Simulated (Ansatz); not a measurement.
## Relaxation of FeSi$_{2}$

Method: Ansatz, DFT PBEsol, scalar-relativistic, plane waves, PAW. Settings: 420 eV cutoff, 12×12×18 k-mesh, Gaussian smearing of 0.10 eV, collinear spin.

What was changed in ScSi2: Sc → Fe on all its sites, cell and atoms relaxed.

Input:

```yaml
crystal:
  lattice:
    - [4.244991965, 0.0, 0.0]
    - [-2.1224959825, 3.6762708806, 0.0]
    - [0.0, 0.0, 2.4536180903]
  atoms:
    - { symbol: Fe, position: [0.0, 0.0, 0.0], spin: 2.61 }
    - { symbol: Si, position: [0.3333333333, 0.6666666667, 0.5] }
    - { symbol: Si, position: [0.6666666667, 0.3333333333, 0.5] }
basis:
  ecutwfc: 420
kpoints:
  mp_grid: { grid: [12, 12, 18] }
hamiltonian:
  xc: pbesol
scf:
  occupations: { method: gaussian, width: 0.1 }
output:
  forces: true
  stress: true
  eigenvalues: true
  populations: true
magnetization:
  spin_polarized: true
relax:
  adjacent_minimum: "off"
  f_tol: 0.01
  max_steps: 60
  cell: { stress_tol: 0.1 }
```

F is the free energy. Steps run on the plane waves of an earlier cell, but the last one, and at times one on the way, on a freshly chosen basis, so a repeated geometry can differ a little in energy.

Steps:

```json
{"step": "1", "F − F(1) (eV)": "0.0000", "largest force component (eV/Å)": "0.000", "V (Å³/atom)": "12.764", "P (GPa)": "-1.54"}
{"step": "2", "F − F(1) (eV)": "-0.0029", "largest force component (eV/Å)": "0.000", "V (Å³/atom)": "12.663", "P (GPa)": "-0.57"}
{"step": "3", "F − F(1) (eV)": "-0.0036", "largest force component (eV/Å)": "0.000", "V (Å³/atom)": "12.602", "P (GPa)": "0.02"}
{"step": "4", "F − F(1) (eV)": "-0.0034", "largest force component (eV/Å)": "0.000", "V (Å³/atom)": "12.602", "P (GPa)": "0.02"}
```

Relaxed structure:

```cif
data_structure
_symmetry_space_group_name_H-M 'P 1'
_symmetry_Int_Tables_number 1
_cell_length_a 4.2164
_cell_length_b 4.2164
_cell_length_c 2.4554
_cell_angle_alpha 90.000
_cell_angle_beta 90.000
_cell_angle_gamma 120.000
_cell_volume 37.81
loop_
_atom_site_label
_atom_site_type_symbol
_atom_site_fract_x
_atom_site_fract_y
_atom_site_fract_z
_atom_site_occupancy
Fe1 Fe 0.00000 0.00000 0.00000 1
Si1 Si 0.33333 0.66667 0.50000 1
Si2 Si 0.66667 0.33333 0.50000 1
```

It takes space group P6/mmm (No. 191, hexagonal). Conventional cell: a = 4.216 Å, b = 4.216 Å, c = 2.455 Å, α = 90.00°, β = 90.00°, γ = 120.00°. Fe (site symmetry 6/mmm) has 2 Fe at 2.46 Å and 12 Si at 2.73 Å as nearest neighbours. Si (site symmetry -6m2) is surrounded by 5 Si at 2.43 to 2.46 Å and 6 Fe at 2.73 Å.

The run converged. The run took of the order of 40 core-seconds.